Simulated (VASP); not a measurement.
# SiGe3 (Fm-3m) in VASP: relaxation of cell and atoms with PBE

Aim: the relaxation of cell and atoms of SiGe3 with PBE.

Program: VASP 6.6.1. These are calculated values, not measurements. Logs are shortened: lines on timing, memory, paths and dates and some standing lists are left out, and cuts for length are marked.

## Step 1: The structure

It takes space group Fm-3m (No. 225, cubic). The conventional cell has a = 6.941 Å, b = 6.941 Å, c = 6.941 Å, α = 90.00°, β = 90.00°, γ = 90.00°. Si (site symmetry m-3m) has 8 Ge at 3.01 Å as nearest neighbours. Around Ge (site symmetry -43m) lie 4 Si at 3.01 Å and 4 Ge at 3.01 Å. Ge (site symmetry m-3m) is surrounded by 8 Ge at 3.01 Å.

The cell was built by a generator and needn't be a form met in nature.

## Step 2: Relaxation of cell and atoms, PBE

Input file INCAR:

```
ALGO = Fast ; EDIFF = 1E-4
EDIFFG = -0.08 ; ENCUT = 520
GGA = PE ; IBRION = 2
ISIF = 3 ; ISMEAR = 0
LASPH = True ; LCHARG = False
LREAL = False ; LWAVE = False
NELM = 60 ; NSW = 24
PREC = Normal ; SIGMA = 0.15
```

Input file KPOINTS:

```
k-points
0
Gamma
  5 5 5
```

Input file POSCAR:

```
SiGe3
1.0
    0.0000000000      3.4706574800      3.4706574800
    3.4706574800      0.0000000000      3.4706574800
    3.4706574800      3.4706574800      0.0000000000
Si Ge
1 3
Direct
    0.5000000000      0.5000000000      0.5000000000
    0.2500000000      0.2500000000      0.2500000000
    0.7500000000      0.7500000000      0.7500000000
    0.0000000000      0.0000000000      0.0000000000
```

Potentials or basis: VASP PAW PBE potentials, release 64 (Si, Ge_d).

Launch:

```sh
$ cat potpaw_PBE.64/Si/POTCAR potpaw_PBE.64/Ge_d/POTCAR > POTCAR
$ mpirun -np 1 vasp_std > vasp.out
```

OUTCAR:

```text
EDIFF = 1E-4
   EDIFFG = -0.08
   ENCUT = 520
   GGA = PE
   IBRION = 2
   ISIF = 3
   ISMEAR = 0
   LASPH = True
   LREAL = False
   NELM = 60
   NSW = 24
   PREC = Normal

 ion  position               nearest neighbor table
   1  0.500  0.500  0.500-   2 3.01   2 3.01   2 3.01   2 3.01   3 3.01   3 3.01   3 3.01   3 3.01

   2  0.250  0.250  0.250-   1 3.01   1 3.01   1 3.01   1 3.01
   3  0.750  0.750  0.750-   1 3.01   1 3.01   1 3.01   1 3.01
   4  0.000  0.000  0.000-

  LATTYP: Found a face centered cubic cell.
 ALAT       =     6.9413149600

  Lattice vectors:

 A1 = (   0.0000000000,   3.4706574800,   3.4706574800)
 A2 = (   3.4706574800,   0.0000000000,   3.4706574800)
 A3 = (   3.4706574800,   3.4706574800,   0.0000000000)

Analysis of symmetry for initial positions (statically):
=====================================================================
 Subroutine PRICEL returns:
 Original cell was already a primitive cell.

 Routine SETGRP: Setting up the symmetry group for a
 face centered cubic supercell.

 Subroutine GETGRP returns: Found 48 space group operations
 (whereof 48 operations were pure point group operations)
 out of a pool of 48 trial point group operations.

The static configuration has the point symmetry O_h .

Analysis of symmetry for dynamics (positions and initial velocities):
=====================================================================
 Subroutine PRICEL returns:
 Original cell was already a primitive cell.

 Routine SETGRP: Setting up the symmetry group for a
 face centered cubic supercell.

 Subroutine GETGRP returns: Found 48 space group operations
 (whereof 48 operations were pure point group operations)
 out of a pool of 48 trial point group operations.

The dynamic configuration has the point symmetry O_h .

 Subroutine INISYM returns: Found 48 space group operations
 (whereof 48 operations are pure point group operations),
 and found     1 'primitive' translations

----------------------------------------------------------------------------------------

                                     Primitive cell

  volume of cell :      83.6114

  direct lattice vectors                    reciprocal lattice vectors
     0.000000000  3.470657480  3.470657480    -0.144064922  0.144064922  0.144064922
     3.470657480  0.000000000  3.470657480     0.144064922 -0.144064922  0.144064922
     3.470657480  3.470657480  0.000000000     0.144064922  0.144064922 -0.144064922

  length of vectors
     4.908250879  4.908250879  4.908250879     0.249527765  0.249527765  0.249527765

  position of ions in fractional coordinates (direct lattice)
     0.500000000  0.500000000  0.500000000
     0.250000000  0.250000000  0.250000000
     0.750000000  0.750000000  0.750000000
     0.000000000  0.000000000  0.000000000

  ion indices of the primitive-cell ions
   primitive index   ion index
                 1           1
                 2           2
                 3           3
                 4           4

----------------------------------------------------------------------------------------

 KPOINTS: k-points

Automatic generation of k-mesh.
 Grid dimensions read from file:
 generate k-points for:    5    5    5

 Generating k-lattice:

  Cartesian coordinates                     Fractional coordinates (reciprocal lattice)
    -0.028812984  0.028812984  0.028812984     0.200000000  0.000000000  0.000000000
     0.028812984 -0.028812984  0.028812984     0.000000000  0.200000000  0.000000000
[... 48 lines left out ...]
   NFREE  =      1    steps in history (QN), initial steepest desc. (CG)
   ISIF   =      3    stress and relaxation
   ISYM   =      2    0-nonsym 1-usesym 2-fastsym
   POTIM  = 0.5000    time-step for ionic-motion
   TEBEG  =    0.0;   TEEND  =   0.0 temperature during run
   PSTRESS=    0.0 pullay stress
   NELECT =      46.0000    total number of electrons
   NUPDOWN=      -1.0000    fix difference up-down
   EMIN   =  10.00;   EMAX   =-10.00  energy-range for DOS
   EFERMI =   0.00;   METHOD = LEGACY
   ISMEAR =     0;   SIGMA  =   0.15  broadening in eV -4-tet -1-fermi 0-gaus
   EFERMI_NEDOS =   21; number of points for ismear=-14 and -15
   IALGO  =     68    algorithm
   IMIX   =      4    mixing-type and parameters
     AMIX     =   0.40;   BMIX     =  1.00
     AMIX_MAG =   1.60;   BMIX_MAG =  1.00
  volume/ion in A,a.u.               =      20.90       141.06
  Fermi-wavevector in a.u.,A,eV,Ry     =   1.341443  2.534960 24.483281  1.799470
  Thomas-Fermi vector in A             =   2.469677
   LORBIT       =      0    0 simple, 1 ext, 2 COOP (PROOUT), +10 PAW based schemes
   GGA     = PE    functional components
   LHFCALC =     F    Hartree Fock is set to
   AEXX    =    0.0000 exact exchange contribution
   IVDW    =     0    specifies the selected vdW correction
   LEPSILON=     F    determine dielectric tensor
   LRPA    =     F    only Hartree local field effects (RPA)
 conjugate gradient relaxation of ions
 non-spin polarized calculation
 RMM-DIIS sequential band-by-band and
 Gauss-broadening in eV      SIGMA  =   0.15
  energy-cutoff  :      520.00
  volume of cell :       83.61
 maximum number of plane-waves:      2263
   NGX = 19   NGY = 19   NGZ = 19

--------------------------------------- Ionic step        1  -------------------------------------------

 number of electron      45.9999847 magnetization

 Free energy of the ion-electron system (eV)
  ---------------------------------------------------
  ext. energy  EPLUGINS =         0.00000000
  ---------------------------------------------------
  free energy    TOTEN  =       -16.65792397 eV

  energy without entropy =      -16.58687947  energy(sigma->0) =      -16.62240172

------------------------ aborting loop because EDIFF is reached ----------------------------------------

  FORCE on cell =-STRESS in cart. coord.  units (eV):
  Direction    XX          YY          ZZ          XY          YZ          ZX
  --------------------------------------------------------------------------------------
  -------------------------------------------------------------------------------------
  Total       -4.4776454     -4.4776454     -4.4776454      0.0000000      0.0000000     -0.0000000
  in kB      -85.8015274    -85.8015274    -85.8015274      0.0000000      0.0000000     -0.0000000
  external PRESSURE =     -85.8015274 kB  Pullay stress =       0.0000000 kB

 VOLUME and BASIS-vectors are now :
 -----------------------------------------------------------------------------
  energy-cutoff  :      520.00
  volume of cell :       83.61
      direct lattice vectors                 reciprocal lattice vectors
     0.000000000  3.470657480  3.470657480    -0.144064922  0.144064922  0.144064922
     3.470657480  0.000000000  3.470657480     0.144064922 -0.144064922  0.144064922
     3.470657480  3.470657480  0.000000000     0.144064922  0.144064922 -0.144064922

 POSITION                                       TOTAL-FORCE (eV/Angst)
 -----------------------------------------------------------------------------------
      3.47066      3.47066      3.47066         0.000000      0.000000     -0.000000
      1.73533      1.73533      1.73533         0.000000      0.000000      0.000000
      5.20599      5.20599      5.20599        -0.000000     -0.000000     -0.000000
      0.00000      0.00000      0.00000         0.000000      0.000000     -0.000000
 -----------------------------------------------------------------------------------
    total drift:                                0.000000      0.000000      0.000000

  FREE ENERGIE OF THE ION-ELECTRON SYSTEM (eV)
  ---------------------------------------------------
  free  energy   TOTEN  =       -16.6579239683 eV

  energy  without entropy=      -16.5868794659  energy(sigma->0) =      -16.62240172

--------------------------------------- Ionic step        2  -------------------------------------------

 number of electron      45.9999877 magnetization

 Free energy of the ion-electron system (eV)
  ---------------------------------------------------
  ext. energy  EPLUGINS =         0.00000000
  ---------------------------------------------------
  free energy    TOTEN  =       -16.96854166 eV

  energy without entropy =      -16.91397673  energy(sigma->0) =      -16.94125920

 E-fermi :   7.5848     XC(G=0): -11.3255

 val. band max:        7.5640349559   @ k =   0.2000   0.2000   0.0000
 cond. band min:       7.7307768680   @ k =  -0.4000   0.2000   0.0000
 fundamental gap:      0.1667419122
 Fermi energy:         7.5847501543

 k-point     1 :       0.0000    0.0000    0.0000
  band No.  band energies     occupation
      1     -17.2889      2.00000
      2     -17.2889      2.00000
      3     -17.2889      2.00000
      4     -17.2864      2.00000
      5     -17.2864      2.00000
      6     -17.2279      2.00000
[... 289 lines left out ...]
     26       9.9412      0.00000
     27      11.7115      0.00000

------------------------ aborting loop because EDIFF is reached ----------------------------------------

  FORCE on cell =-STRESS in cart. coord.  units (eV):
  Direction    XX          YY          ZZ          XY          YZ          ZX
  --------------------------------------------------------------------------------------
  -------------------------------------------------------------------------------------
  Total        0.2568254      0.2568254      0.2568254      0.0000000     -0.0000000      0.0000000
  in kB        5.8131894      5.8131894      5.8131894      0.0000000     -0.0000000      0.0000000
  external PRESSURE =       5.8131894 kB  Pullay stress =       0.0000000 kB

 VOLUME and BASIS-vectors are now :
 -----------------------------------------------------------------------------
  energy-cutoff  :      520.00
  volume of cell :       70.78
      direct lattice vectors                 reciprocal lattice vectors
     0.000000000  3.283230264  3.283230264    -0.152289045  0.152289045  0.152289045
     3.283230264  0.000000000  3.283230264     0.152289045 -0.152289045  0.152289045
     3.283230264  3.283230264 -0.000000000     0.152289045  0.152289045 -0.152289045

 POSITION                                       TOTAL-FORCE (eV/Angst)
 -----------------------------------------------------------------------------------
      3.28323      3.28323      3.28323        -0.000000      0.000000     -0.000000
      1.64162      1.64162      1.64162         0.000000      0.000000     -0.000000
      4.92485      4.92485      4.92485        -0.000000     -0.000000      0.000000
      3.28323      3.28323      6.56646        -0.000000      0.000000     -0.000000
 -----------------------------------------------------------------------------------
    total drift:                                0.000000      0.000000      0.000000

  FREE ENERGIE OF THE ION-ELECTRON SYSTEM (eV)
  ---------------------------------------------------
  free  energy   TOTEN  =       -16.9685416614 eV

  energy  without entropy=      -16.9139767292  energy(sigma->0) =      -16.94125920

 reached required accuracy - stopping structural energy minimisation
```

Run time: 16 s. Hardware: 1 thread of Intel Xeon Platinum 8488C (Sapphire Rapids), shared host; peak memory 0.16 GiB.

What came out:

```yaml
Free_energy: -16.9685 eV
Relaxed_volume: 17.70 Å³/atom
Relaxed_cell: a = 4.643 Å, b = 4.643 Å, c = 4.643 Å, α = 60.00°, β = 60.00°, γ = 60.00°
Space_group_after_relaxing_to_0.05_Å: Fm-3m (No. 225)
Energy_gained_by_relaxing: 77.7 meV/atom
Ionic_steps: 2
Pressure_after_relaxing: 0.6 GPa
```

The path:
```tsv
step	energy change (eV)	largest force (eV/Å)	pressure (GPa)	volume (Å³)
1	0.0000	0.0000	-8.58	83.61
2	-0.3106	0.0000	0.58	70.78
```

Final structure:
```xyz
4
Lattice="0.0000 3.2832 3.2832 3.2832 0.0000 3.2832 3.2832 3.2832 0.0000" Properties=species:S:1:pos:R:3 pbc="T T T"
Si    3.2832    3.2832    3.2832
Ge    1.6416    1.6416    1.6416
Ge    4.9248    4.9248    4.9248
Ge    3.2832    3.2832    6.5665
```

Caveat: the volume moved by over 15 % at a fixed basis, so the end points are rough; the bands computed are all filled at some k points, so no gap is given; the relaxation stopped at a loose force limit of 0.08 eV/Å, so its end isn't a converged minimum.
